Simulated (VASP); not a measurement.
# Lu (P6_3/mmc) in VASP: a series of runs, part 2 of 2

VASP 6.6.1. The steps go on from the part before.

**3. Relaxation of cell and atoms, PBE+D3(BJ)**

INCAR

```
SYSTEM = Lu
PREC     = Accurate       ! precision mode
ENCUT    = 600            ! plane-wave cutoff, eV
EDIFF    = 1E-6           ! SCF threshold, eV
ISMEAR   = 1              ! smearing method
SIGMA    = 0.1            ! smearing width, eV
LREAL    = .FALSE.        ! projectors in reciprocal space
LASPH    = .TRUE.         ! aspherical terms in the spheres
NELM     = 80             ! most SCF steps
ALGO     = Normal         ! electronic algorithm
ISIF     = 3              ! what is computed and relaxed
LWAVE    = .FALSE.        ! write WAVECAR
LCHARG   = .FALSE.        ! write CHGCAR
GGA      = PE             ! functional
IVDW     = 12             ! dispersion correction
IBRION   = 2              ! ionic algorithm
NSW      = 90             ! ionic steps
EDIFFG   = -0.01          ! ionic threshold
```

KPOINTS

```
Automatic mesh
0
G
  12 12 7
  0 0 0
```

POSCAR

```
Lu
1.0
    3.5031000000      0.0000000000      0.0000000000
   -1.7515500000      3.0337735920      0.0000000000
    0.0000000000      0.0000000000      5.5509000000
Lu
2
Direct
    0.3333333333      0.6666666667      0.2500000000
    0.6666666667      0.3333333333      0.7500000000
```

Potentials or basis: VASP PAW PBE potentials, release 64 (Lu).

Launch:

```sh
$ cat potpaw_PBE.64/Lu/POTCAR > POTCAR
$ mpirun -np 1 vasp_std > vasp.out
```

OUTCAR:

```text
SYSTEM = Lu
   PREC = Accurate
   ENCUT = 600
   EDIFF = 1E-6
   ISMEAR = 1
   LREAL = .FALSE.
   LASPH = .TRUE.
   NELM = 80
   ISIF = 3
   GGA = PE
   IVDW = 12
   IBRION = 2
   NSW = 90
   EDIFFG = -0.01
 IVDW          = 12

 ion  position               nearest neighbor table
   1  0.333  0.667  0.250-   2 3.43   2 3.43   2 3.43   2 3.43   2 3.43   2 3.43
   2  0.667  0.333  0.750-   1 3.43   1 3.43   1 3.43   1 3.43   1 3.43   1 3.43

  LATTYP: Found a hexagonal cell.
 ALAT       =     3.5031000000
 C/A-ratio  =     1.5845679541

  Lattice vectors:

 A1 = (   3.5031000000,   0.0000000000,   0.0000000000)
 A2 = (  -1.7515500000,   3.0337735920,   0.0000000000)
 A3 = (   0.0000000000,   0.0000000000,   5.5509000000)

Analysis of symmetry for initial positions (statically):
=====================================================================
 Subroutine PRICEL returns:
 Original cell was already a primitive cell.

 Routine SETGRP: Setting up the symmetry group for a
 hexagonal supercell.

 Subroutine GETGRP returns: Found 24 space group operations
 (whereof 12 operations were pure point group operations)
 out of a pool of 24 trial point group operations.

The static configuration has the point symmetry D_3d.
 The point group associated with its full space group is D_6h.

Analysis of symmetry for dynamics (positions and initial velocities):
=====================================================================
[... 161 lines left out ...]

  energy without entropy =       -9.03965897  energy(sigma->0) =       -9.03954748

------------------------ aborting loop because EDIFF is reached ----------------------------------------

 Edisp (eV)   -0.69721

 E8    (eV) :    -0.3652
[... 105 lines left out ...]
  FREE ENERGIE OF THE ION-ELECTRON SYSTEM (eV)
  ---------------------------------------------------
  free  energy   TOTEN  =        -9.7623077671 eV

  energy  without entropy=       -9.7610266824  energy(sigma->0) =       -9.76188074

[... ionic steps 4 to 10 ...]

--------------------------------------- Ionic step       11  -------------------------------------------

 number of electron      50.0000002 magnetization

------------------------ aborting loop because EDIFF is reached ----------------------------------------
[... 75 lines left out ...]
--------------------------------------- Ionic step       13  -------------------------------------------

 number of electron      50.0000002 magnetization

 Free energy of the ion-electron system (eV)
  ---------------------------------------------------
  ext. energy  EPLUGINS =         0.00000000
  ---------------------------------------------------
  free energy    TOTEN  =        -9.02561890 eV

  energy without entropy =       -9.02428395  energy(sigma->0) =       -9.02517392

 E-fermi :   2.3914     XC(G=0): -10.8621

 val. band max:        2.3737753916   @ k =   0.4167   0.0000   0.4286
 cond. band min:       2.4073583049   @ k =   0.3333   0.1667   0.4286
 fundamental gap:      0.0335829133
 Fermi energy:         2.3913516000

 k-point     1 :       0.0000    0.0000    0.0000
  band No.  band energies     occupation
      1     -53.7202      2.00000
      2     -53.6763      2.00000
      3     -24.7181      2.00000
      4     -24.2274      2.00000
      5     -24.2274      2.00000
      6     -24.1291      2.00000
[... 781 lines left out ...]
     29       4.6493      0.00000
     30       7.0222      0.00000

 [... further k-points ...]

------------------------ aborting loop because EDIFF is reached ----------------------------------------

 Edisp (eV)   -0.73732

 E8    (eV) :    -0.3865
[... 25 lines left out ...]
  FREE ENERGIE OF THE ION-ELECTRON SYSTEM (eV)
  ---------------------------------------------------
  free  energy   TOTEN  =        -9.7629384401 eV

  energy  without entropy=       -9.7616034844  energy(sigma->0) =       -9.76249345

 reached required accuracy - stopping structural energy minimisation
```

CONTCAR:

```text
Lu
   1.00000000000000
     3.4614656022706720   -0.0000000000000000   -0.0000000000000000
    -1.7307328011353360    2.9977171458950393    0.0000000000000000
     0.0000000000000000    0.0000000000000000    5.3875929929197941
  Lu
     2
Direct
     0.3333333332999970    0.6666666667000030    0.2500000000000000
     0.6666666667000030    0.3333333332999970    0.7500000000000000

  0.00000000E+00  0.00000000E+00  0.00000000E+00
  0.00000000E+00  0.00000000E+00  0.00000000E+00
```

Wall time 19 min (1 thread of Intel Xeon Platinum 8488C (Sapphire Rapids), shared host); peak memory 0.32 GiB.

What came out:

```
Free energy                            : -9.7629 eV
Relaxed volume                         : 27.95 Å³/atom
Relaxed cell                           : a = 3.461 Å, b = 3.461 Å, c = 5.388 Å, α = 90.00°, β = 90.00°, γ = 120.00°
Space group after relaxing (to 0.05 Å) : P6_3/mmc (No. 194)
Energy gained by relaxing              : 13.1 meV/atom
Ionic steps                            : 13
Pressure after relaxing                : 0.0 GPa
Band gap on the k mesh                 : none (metal or under the smearing width)
Dispersion energy per atom             : -0.369 eV
```

The path:
| step | energy change (eV) | largest force (eV/Å) | pressure (GPa) | volume (Å³) |
| --- | --- | --- | --- | --- |
| 1 | 0.0000 | 0.0000 | -2.43 | 58.99 |
| 2 | -0.0244 | 0.0000 | 0.62 | 55.25 |
| 3 | -0.0256 | 0.0000 | 0.10 | 55.89 |
| 4 | -0.0256 | 0.0000 | -0.04 | 55.95 |
| 5 | -0.0261 | 0.0000 | 0.63 | 56.00 |
| 6 | -0.0251 | 0.0000 | 0.48 | 56.14 |
| 7 | -0.0261 | 0.0000 | -0.85 | 56.07 |
| 8 | -0.0263 | 0.0000 | -0.50 | 56.03 |
| 9 | -0.0262 | 0.0000 | -0.18 | 56.02 |
| 10 | -0.0261 | 0.0000 | 0.26 | 55.76 |
| 11 | -0.0262 | 0.0000 | -0.19 | 55.95 |
| 12 | -0.0262 | 0.0000 | 0.19 | 55.87 |
| 13 | -0.0262 | 0.0000 | 0.00 | 55.90 |

Final structure:
```xyz
2
Lattice="3.4615 0.0000 0.0000 -1.7307 2.9977 0.0000 0.0000 0.0000 5.3876" Properties=species:S:1:pos:R:3 pbc="T T T"
Lu    0.0000    1.9985    1.3469
Lu    1.7307    0.9992    4.0407
```

Caveat: pairwise dispersion overbinds metals, which lowers pressure and volume. The run has no spin-orbit coupling, so splittings on Lu are missing.

**4. Relaxation of cell and atoms, PBE+D3(BJ)**

This run uses another cell than the first one, of 27.95 Å³/atom, 0.948 times its volume.

INCAR, as its differences from that of step 3:

```diff
@@ -3,3 +3,3 @@
 ENCUT    = 600            ! plane-wave cutoff, eV
-EDIFF    = 1E-6           ! SCF threshold, eV
+EDIFF    = 1E-7           ! SCF threshold, eV
 ISMEAR   = 1              ! smearing method
@@ -17,2 +17,2 @@
 NSW      = 90             ! ionic steps
-EDIFFG   = -0.01          ! ionic threshold
+EDIFFG   = -0.005         ! ionic threshold
```

KPOINTS is that of step 3.

POSCAR

```
Lu                                      
1.0
    3.4614656023     -0.0000000000     -0.0000000000
   -1.7307328011      2.9977171459      0.0000000000
    0.0000000000      0.0000000000      5.3875929929
  Lu            
     2
Direct
     0.3333333332999970    0.6666666667000030    0.2500000000000000
     0.6666666667000030    0.3333333332999970    0.7500000000000000
```

Launch:

```sh
$ cat potpaw_PBE.64/Lu/POTCAR > POTCAR
$ mpirun -np 1 vasp_std > vasp.out
```

It took 3.8 min on 1 thread of Intel Xeon Platinum 8488C (Sapphire Rapids), shared host; peak memory 0.3 GiB.

It converged, with:

```
Free energy                            : -9.7627 eV
Relaxed volume                         : 28.00 Å³/atom
Relaxed cell                           : a = 3.464 Å, b = 3.464 Å, c = 5.390 Å, α = 90.00°, β = 90.00°, γ = 120.00°
Space group after relaxing (to 0.05 Å) : P6_3/mmc (No. 194)
Energy gained by relaxing              : 0.0 meV/atom
Ionic steps                            : 2
Pressure after relaxing                : 0.0 GPa
Band gap on the k mesh                 : none (metal or under the smearing width)
Dispersion energy per atom             : -0.368 eV
```

Final structure:
```
CELL_PARAMETERS angstrom
3.46398 0.00000 0.00000
-1.73199 2.99990 0.00000
0.00000 0.00000 5.38978
ATOMIC_POSITIONS crystal
Lu 0.33333 0.66667 0.25000
Lu 0.66667 0.33333 0.75000
```

Levels at points of the mesh, in eV from the Fermi level:
```tsv
k point	band 22	band 23	band 24	band 25	band 26	band 27	band 28	band 29
(0.00, 0.00, 0.00)	-4.80	-4.79	-2.46	0.81	2.21	2.21	2.70	2.99
(0.50, 0.00, 0.00)	-4.80	-2.38	-1.46	-0.90	-0.34	1.69	1.85	2.50
```

Caveat: pairwise dispersion overbinds metals, which lowers pressure and volume. The run has no spin-orbit coupling, so splittings on Lu are missing.
